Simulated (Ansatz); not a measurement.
TaN:

```
CELL_PARAMETERS angstrom
2.92177 0.00000 0.00000
-1.46088 2.53033 0.00000
0.00000 0.00000 5.91652
ATOMIC_POSITIONS crystal
Ta 0.00000 0.00000 0.50000
Ta 0.00000 0.00000 0.00000
N 0.33333 0.66667 0.25000
N 0.66667 0.33333 0.75000
```

The cell comes from a database or a generator and needn't be the stable form of this composition.

- Program: Ansatz 0.2.0
- Task: relaxation of cell and atoms
- Functional: revPBE
- Dispersion: D4
- Potentials or basis: Ansatz PAW
- Cutoff: 420 eV (not typed: the program's choice for these potentials)
- k mesh: 10 × 10 × 5
- Occupations: fermi-dirac, width 0.05 eV
- Spin: no spin polarisation

At the start: volume 10.94 Å³/atom.

Where does the relaxation end?

It ends after 7 steps and the volume is 10.70 Å³/atom (-2.1 %); space group P6_3/mmc (No. 194, to 0.05 Å).

The path:
| step | energy change (eV) | largest force (eV/Å) | volume (Å³) |
| --- | --- | --- | --- |
| 1 | 0.0000 | 0.0000 | 43.74 |
| 2 | -0.0063 | 0.0000 | 42.21 |
| 3 | -0.0221 | 0.0000 | 42.82 |
| 4 | -0.0223 | 0.0000 | 42.83 |
| 5 | -0.0202 | 0.0000 | 42.83 |
| 6 | -0.0202 | 0.0000 | 42.81 |
| 7 | -0.0202 | 0.0000 | 42.81 |

Final structure:
```
Ta N
1.0
     2.89961    0.00000    0.00000
    -1.44981    2.51114    0.00000
     0.00000    0.00000    5.87995
Ta N
2 2
Direct
  0.00000 0.00000 0.50000
  0.00000 0.00000 0.00000
  0.33333 0.66667 0.25000
  0.66667 0.33333 0.75000
```

Caveat: the plane-wave basis is chosen anew once the cell has moved, so the energies of steps on either side of that aren't comparable; the pressure holds a Pulay correction of +0.4 GPa for the finite cutoff; pairwise dispersion overbinds metals, which lowers pressure and volume; the PAW data sets come from PBE, with cores solved anew for the run's functional, which leaves a small shift of forces and pressure.
